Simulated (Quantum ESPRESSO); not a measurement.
# Ba (Fm-3m) in Quantum ESPRESSO: further runs

The runs below take Ba through phonons, Wannier functions, with rev-vdW-DF2, PBEsol, PBE.

All numbers are computed with Quantum ESPRESSO 7.5; they aren't measurements. Logs are shortened: lines on timing, memory, paths and dates and some standing lists are left out, and cuts for length are marked.

### 1 The crystal as given

It takes space group Fm-3m (No. 225, cubic). The conventional cell has a = 6.465 Å, b = 6.465 Å, c = 6.465 Å, α = 90.00°, β = 90.00°, γ = 90.00°.

This isn't the form of Ba at room conditions, which is bcc.

### 2 Phonons, rev-vdW-DF2

File pw.in:

```
&CONTROL
  calculation = 'scf'
  prefix = 'pwscf'
  outdir = './tmp'
  pseudo_dir = './pseudo'
  tprnfor = .true.
  tstress = .true.
  disk_io = 'low'
/
&SYSTEM
  ibrav = 0
  nat = 1
  ntyp = 1
  ecutwfc = 44
  nbnd = 10
  input_dft = 'vdw-df2-b86r'
  occupations = 'smearing'
  smearing = 'mp'
  degauss = 0.00999582
/
&ELECTRONS
  conv_thr = 2d-10
  electron_maxstep = 120
  mixing_beta = 0.5
/
ATOMIC_SPECIES
Ba   137.3270 Ba.upf
CELL_PARAMETERS angstrom
   0.0000000000    3.2326650028    3.2326650028
   3.2326650028    0.0000000000    3.2326650028
   3.2326650028    3.2326650028    0.0000000000
ATOMIC_POSITIONS angstrom
Ba     0.0000000000    0.0000000000    0.0000000000
K_POINTS automatic
8 8 8 1 1 1
```

File scf2.in:

```
&CONTROL
  calculation = 'scf'
  prefix = 'pwscf'
  outdir = './tmp'
  pseudo_dir = './pseudo'
  tprnfor = .true.
  tstress = .true.
  disk_io = 'low'
/
&SYSTEM
  ibrav = 0
  nat = 1
  ntyp = 1
  ecutwfc = 44
  nbnd = 10
  input_dft = 'vdw-df2-b86r'
  occupations = 'smearing'
  smearing = 'mp'
  degauss = 0.00999582
/
&ELECTRONS
  conv_thr = 1d-13
  electron_maxstep = 120
  mixing_beta = 0.5
  startingpot = 'file'
  startingwfc = 'file'
/
ATOMIC_SPECIES
Ba   137.3270 Ba.upf
CELL_PARAMETERS angstrom
   0.0000000000    3.2326650028    3.2326650028
   3.2326650028    0.0000000000    3.2326650028
   3.2326650028    3.2326650028    0.0000000000
ATOMIC_POSITIONS angstrom
Ba     0.0000000000    0.0000000000    0.0000000000
K_POINTS automatic
8 8 8 1 1 1
```

File ph.in:

```
phonons of Ba
&INPUTPH
  prefix = 'pwscf'
  outdir = './tmp'
  tr2_ph = 1d-16
  fildyn = 'dyn'
  niter_ph = 60
  alpha_mix(1) = 0.4
/
0.5303300859 0.5303300859 -0.0000000000
```

Potentials or basis: PseudoDojo 0.4.1 SR PBE standard.

Run with:

```
$ OMP_NUM_THREADS=1 pw.x -in pw.in > pw.out
$ OMP_NUM_THREADS=1 pw.x -in scf2.in > scf2.out
$ OMP_NUM_THREADS=1 ph.x -in ph.in > ph.out
```

pw.out:

```text
This program is part of the open-source Quantum ESPRESSO suite
     for quantum simulation of materials; please cite
         "P. Giannozzi et al., J. Phys.:Condens. Matter 21 395502 (2009);
         "P. Giannozzi et al., J. Phys.:Condens. Matter 29 465901 (2017);
         "P. Giannozzi et al., J. Chem. Phys. 152 154105 (2020);
     in publications or presentations arising from this work. More details at

     IMPORTANT: XC functional enforced from input :
     Exchange-correlation= VDW-DF2-B86R
                           (   1   4  26   0   2   0   0)
     Any further DFT definition will be discarded
     Please, verify this is what you really want

     Message from routine setup:
     using ibrav=0 with symmetry is DISCOURAGED, use correct ibrav instead

     G-vector sticks info
     --------------------
     sticks:   dense  smooth     PW     G-vecs:    dense   smooth      PW
     Sum         913     913    283                18053    18053    3119

     Using Slab Decomposition

     bravais-lattice index     =            0
     lattice parameter (alat)  =       8.6392  a.u.
     unit-cell volume          =     455.9411 (a.u.)^3
     number of atoms/cell      =            1
     number of atomic types    =            1
     number of electrons       =        10.00
     number of Kohn-Sham states=           10
     kinetic-energy cutoff     =      44.0000  Ry
     charge density cutoff     =     176.0000  Ry
     scf convergence threshold =      2.0E-10
     mixing beta               =       0.5000
     number of iterations used =            8  plain     mixing
     Exchange-correlation= VDW-DF2-B86R
                           (   1   4  26   0   2   0   0)

     celldm(1)=   8.639221  celldm(2)=   0.000000  celldm(3)=   0.000000
     celldm(4)=   0.000000  celldm(5)=   0.000000  celldm(6)=   0.000000

     crystal axes: (cart. coord. in units of alat)
               a(1) = (   0.000000   0.707107   0.707107 )
               a(2) = (   0.707107   0.000000   0.707107 )
               a(3) = (   0.707107   0.707107   0.000000 )

     reciprocal axes: (cart. coord. in units 2 pi/alat)
               b(1) = ( -0.707107  0.707107  0.707107 )
               b(2) = (  0.707107 -0.707107  0.707107 )
               b(3) = (  0.707107  0.707107 -0.707107 )

     PseudoPot. # 1 for Ba read from file:
     Ba.upf
     Pseudo is Norm-conserving + core correction, Zval = 10.0
     Generated using ONCVPSP code by D. R. Hamann
     Using radial grid of 1958 points,  6 beta functions with:
                l(1) =   0
                l(2) =   0
                l(3) =   1
                l(4) =   1
                l(5) =   2
                l(6) =   2

     atomic species   valence    mass     pseudopotential
     Ba               10.00   137.32700     Ba( 1.00)

     48 Sym. Ops., with inversion, found

   Cartesian axes

     site n.     atom                  positions (alat units)
         1        Ba     tau(   1) = (   0.0000000   0.0000000   0.0000000  )

     number of k points=    60  Methfessel-Paxton smearing, width (Ry)=  0.0100
                       cart. coord. in units 2pi/alat
        k(    1) = (   0.0441942   0.0441942   0.0441942), wk =   0.0078125
        k(    2) = (   0.1325825   0.1325825  -0.0441942), wk =   0.0234375
        k(    3) = (   0.2209709   0.2209709  -0.1325825), wk =   0.0234375
        k(    4) = (   0.3093592   0.3093592  -0.2209709), wk =   0.0234375
        k(    5) = (  -0.3093592  -0.3093592   0.3977476), wk =   0.0234375
        k(    6) = (  -0.2209709  -0.2209709   0.3093592), wk =   0.0234375
[... 52 lines left out ...]
        k(   59) = (   0.3093592   0.3093592   0.3093592), wk =   0.0078125
        k(   60) = (  -0.3093592  -0.3093592   0.9280777), wk =   0.0234375

     Dense  grid:    18053 G-vectors     FFT dimensions: (  40,  40,  40)

     Initial potential from superposition of free atoms

     starting charge       9.9834, renormalised to      10.0000

     %%%%%%%%%%%%%%%%%%%%%%%%%%%%%%%%%%%%%%%%%%%%%%%%%%%%%%%%%%%%%%%%%%%%%%%%
     %                                                                      %
     % You are using vdW-DF, which was implemented by the Thonhauser group. %
     % Please cite the following two papers that made this development      %
     % possible and the two reviews that describe the various versions:     %
     %                                                                      %
     %   T. Thonhauser et al., PRL 115, 136402 (2015).                      %
     %   T. Thonhauser et al., PRB 76, 125112 (2007).                       %
     %   K. Berland et al., Rep. Prog. Phys. 78, 066501 (2015).             %
     %   D.C. Langreth et al., J. Phys.: Condens. Matter 21, 084203 (2009). %
     %                                                                      %
     % If you are calculating stress with vdW-DF, please also cite:         %
     %                                                                      %
     %   R. Sabatini et al., J. Phys.: Condens. Matter 24, 424209 (2012).   %
     %                                                                      %
     %%%%%%%%%%%%%%%%%%%%%%%%%%%%%%%%%%%%%%%%%%%%%%%%%%%%%%%%%%%%%%%%%%%%%%%%

     %%%%%%%%%%%%%%%%%%%%%%%%%%%%%%%%%%%%%%%%%%%%%%%%%%%%%%%%%%%%%%%%%%%%%%%%
     %                                                                      %
     %  vdW-DF NEWS:                                                        %
     %                                                                      %
     %  * vdW-DF3 is now available. DOI: 10.1021/acs.jctc.0c00471           %
     %    use with input_dft = 'vdW-DF3-opt1' or 'vdW-DF3-opt2'             %
     %                                                                      %
     %  * Unscreened and range-separated hybrid vdW-DF-cx functionals       %
     %    DOI: 10.1063/1.4986522 and 10.1088/1361-648X/ac2ad2               %
     %    use with input_dft = 'vdW-DF-cx0'    and 'vdW-DF-ahcx'            %
     %  * Unscreened and range-separated hybrid vdW-DF2-b86r functionals    %
     %    DOI: 10.1063/1.4986522 and DOI: 10.1103/PhysRevX.12.041003        %
     %    use with input_dft = 'vdW-DF2-br0' and 'vdW-DF2-ahbr'             %
     %                                                                      %
     %%%%%%%%%%%%%%%%%%%%%%%%%%%%%%%%%%%%%%%%%%%%%%%%%%%%%%%%%%%%%%%%%%%%%%%%

     Starting wfcs are    5 randomized atomic wfcs +    5 random wfcs

     Self-consistent Calculation

     iteration #  1     ecut=    44.00 Ry     beta= 0.50
     Davidson diagonalization with overlap
     ethr =  1.00E-02,  avg # of iterations =  8.5

     Threshold (ethr) on eigenvalues was too large:
     Diagonalizing with lowered threshold

     Davidson diagonalization with overlap
     ethr =  8.22E-06,  avg # of iterations =  7.5

     total energy              =     -56.20801283 Ry
     estimated scf accuracy    <       0.00093007 Ry

     iteration #  2     ecut=    44.00 Ry     beta= 0.50
     Davidson diagonalization with overlap
     ethr =  9.30E-06,  avg # of iterations =  1.0

     total energy              =     -56.20808996 Ry
     estimated scf accuracy    <       0.00019984 Ry

     iteration #  3     ecut=    44.00 Ry     beta= 0.50
     Davidson diagonalization with overlap
     ethr =  2.00E-06,  avg # of iterations =  2.2

     total energy              =     -56.20810997 Ry
     estimated scf accuracy    <       0.00000911 Ry

     iteration #  4     ecut=    44.00 Ry     beta= 0.50
     Davidson diagonalization with overlap
     ethr =  9.11E-08,  avg # of iterations =  2.0

     total energy              =     -56.20811185 Ry
     estimated scf accuracy    <       0.00000056 Ry

     iteration #  5     ecut=    44.00 Ry     beta= 0.50
     Davidson diagonalization with overlap
     ethr =  5.64E-09,  avg # of iterations =  2.4

     total energy              =     -56.20811196 Ry
     estimated scf accuracy    <       0.00000035 Ry

     iteration #  6     ecut=    44.00 Ry     beta= 0.50
     Davidson diagonalization with overlap
     ethr =  3.52E-09,  avg # of iterations =  2.0

     total energy              =     -56.20811203 Ry
     estimated scf accuracy    <          1.3E-09 Ry

     iteration #  7     ecut=    44.00 Ry     beta= 0.50
     Davidson diagonalization with overlap
     ethr =  1.28E-11,  avg # of iterations =  3.9

     total energy              =     -56.20811203 Ry
     estimated scf accuracy    <          2.4E-09 Ry

     iteration #  8     ecut=    44.00 Ry     beta= 0.50
     Davidson diagonalization with overlap
     ethr =  1.28E-11,  avg # of iterations =  2.0

     End of self-consistent calculation

          k = 0.0442 0.0442 0.0442 (  2238 PWs)   bands (ev):

   -23.6467  -8.6550  -8.6420  -8.6420   2.6698   6.9246   7.0381   7.0381
     8.3894   8.3894

          k = 0.1326 0.1326-0.0442 (  2231 PWs)   bands (ev):

   -23.6412  -8.7219  -8.6613  -8.6471   2.9976   6.5913   7.1468   7.1858
     8.0773   8.4218

          k = 0.2210 0.2210-0.1326 (  2238 PWs)   bands (ev):

   -23.6305  -8.8543  -8.6833  -8.6642   3.6802   6.1923   7.0672   7.1980
     8.2094   8.7517

          k = 0.3094 0.3094-0.2210 (  2247 PWs)   bands (ev):

   -23.6209  -8.9693  -8.6983  -8.6831   4.3026   6.1214   6.8651   6.9864
     8.9681   9.4225

          k =-0.3094-0.3094 0.3977 (  2254 PWs)   bands (ev):

   -23.6180  -9.0031  -8.6985  -8.6928   4.4584   6.1900   6.8183   6.9314
     9.5025   9.5305

          k =-0.2210-0.2210 0.3094 (  2247 PWs)   bands (ev):

   -23.6236  -8.9380  -8.6878  -8.6840   4.1361   6.0900   6.9097   7.0670
     8.7609   9.1427
[... 86 lines left out ...]
          k = 0.0442-0.4861 0.5745 (  2253 PWs)   bands (ev):

   -23.6097  -8.9272  -8.8483  -8.7491   5.1303   5.5241   6.4490   8.0365
     9.2592   9.5615

          k = 0.1326-0.3977 0.4861 (  2252 PWs)   bands (ev):

   -23.6134  -8.9528  -8.7985  -8.7176   5.0842   5.6936   6.3573   7.4686
     9.0893   9.6919

          k = 0.2210-0.3094 0.3977 (  2253 PWs)   bands (ev):

   -23.6180  -8.9835  -8.7171  -8.6946   4.5233   6.0603   6.7032   7.0528
     9.1855   9.6764

          k =-0.6629 0.0442 0.0442 (  2248 PWs)   bands (ev):

   -23.6091  -8.9793  -8.7783  -8.7702   4.6306   5.2500   7.0804   9.2636
     9.7635   9.7704

          k =-0.5745 0.1326-0.0442 (  2245 PWs)   bands (ev):

   -23.6117  -8.9496  -8.7835  -8.7576   4.7469   5.4284   6.5955   8.5050
     9.1883   9.8540

          k =-0.4861 0.2210-0.1326 (  2254 PWs)   bands (ev):

   -23.6154  -8.9422  -8.7706  -8.7240   4.8112   5.7135   6.3348   7.6177
     9.0551   9.8098

          k =-0.4861 0.0442 0.0442 (  2250 PWs)   bands (ev):

   -23.6173  -8.9162  -8.7474  -8.7428   4.4347   5.5080   6.6101   8.3849
     8.5779   9.3185

          k =-0.3977 0.1326-0.0442 (  2249 PWs)   bands (ev):

   -23.6230  -8.8769  -8.7335  -8.7092   4.1815   5.8021   6.5935   7.8157
     8.1787   9.2633

          k =-0.3094 0.0442 0.0442 (  2241 PWs)   bands (ev):

   -23.6317  -8.7972  -8.6939  -8.6930   3.5882   6.0639   7.0758   7.5796
     7.7104   8.8213

          k = 0.1326 0.1326 0.1326 (  2238 PWs)   bands (ev):

   -23.6388  -8.7588  -8.6555  -8.6555   3.1468   6.4804   7.1837   7.1837
     8.2598   8.2598

          k = 0.2210 0.2210 0.0442 (  2239 PWs)   bands (ev):

   -23.6322  -8.8170  -8.7007  -8.6586   3.5816   6.2312   6.9923   7.4164
     7.8070   8.8357

          k = 0.3094 0.3094-0.0442 (  2244 PWs)   bands (ev):

   -23.6226  -8.8933  -8.7566  -8.6777   4.3058   6.0344   6.5057   7.4469
     8.0405   9.6515

          k =-0.3094-0.3094 0.5745 (  2247 PWs)   bands (ev):

   -23.6156  -8.9582  -8.7748  -8.7013   4.8458   5.8823   6.4111   7.3044
     8.9138   9.7908

          k =-0.2210-0.2210 0.4861 (  2248 PWs)   bands (ev):
[... 99 lines left out ...]
          k =-0.1326-0.3094 0.7513 (  2246 PWs)   bands (ev):

   -23.6102  -8.9051  -8.8650  -8.7482   5.3967   5.5790   6.1710   7.6662
     9.1848   9.7195

          k =-0.8397 0.2210 0.2210 (  2257 PWs)   bands (ev):

   -23.6124  -8.9477  -8.8097  -8.7260   5.1167   5.5956   6.3736   7.6482
     9.3721   9.4341

          k = 0.3094 0.3094 0.3094 (  2244 PWs)   bands (ev):

   -23.6195  -8.9958  -8.6877  -8.6877   4.3488   6.2146   6.9011   6.9011
     9.3816   9.3817

          k =-0.3094-0.3094 0.9281 (  2254 PWs)   bands (ev):

   -23.6167  -8.9896  -8.7295  -8.6976   4.6339   6.0307   6.6630   7.0725
     9.3220   9.7289

     the Fermi energy is     5.3600 ev

!    total energy              =     -56.20811203 Ry
     estimated scf accuracy    <          7.8E-11 Ry
     smearing contrib. (-TS)   =      -0.00003513 Ry
     internal energy E=F+TS    =     -56.20807689 Ry

     The total energy is F=E-TS. E is the sum of the following terms:
     one-electron contribution =     -14.44125084 Ry
     hartree contribution      =       9.00086680 Ry
     xc contribution           =     -13.24130943 Ry
     ewald contribution        =     -37.52638342 Ry

     convergence has been achieved in   8 iterations

     Forces acting on atoms (cartesian axes, Ry/au):

     atom    1 type  1   force =     0.00000000    0.00000000    0.00000000

     Total force =     0.000000     Total SCF correction =     0.000000

     Computing stress (Cartesian axis) and pressure

          total   stress  (Ry/bohr**3)                   (kbar)     P=       -8.71
  -0.00005919   0.00000000   0.00000000           -8.71        0.00        0.00
   0.00000000  -0.00005919   0.00000000            0.00       -8.71        0.00
   0.00000000   0.00000000  -0.00005919            0.00        0.00       -8.71

=------------------------------------------------------------------------------=
   JOB DONE.
=------------------------------------------------------------------------------=
```

It took 27 min on 1 thread of Arm Neoverse V1, shared host; peak memory 0.18 GiB.

What came out:

```yaml
Free_energy: -764.7503 eV
Pressure: -0.9 GPa
Band_gap_on_the_k_mesh: none (metal or under the smearing width)
Highest_phonon_frequency_at_the_q_point_run: 65 cm⁻¹
```

Phonon frequencies in cm⁻¹ (negative: imaginary):
| q point | frequencies |
| --- | --- |
| (0.375, 0.375, 0.750) | 48 55 65 |

Phonon modes at q = (0.375, 0.375, 0.750) in reciprocal lattice units:
```tsv
mode	symmetry	cm⁻¹
1	B_1	48
2	A_1	55
3	B_2	65
```

Caveat: the potentials were made for another functional, which shifts forces and pressure; this release of the barium file is off. Spin-orbit coupling is left out, which matters for the levels of Ba.

[end of part 1 of 2]
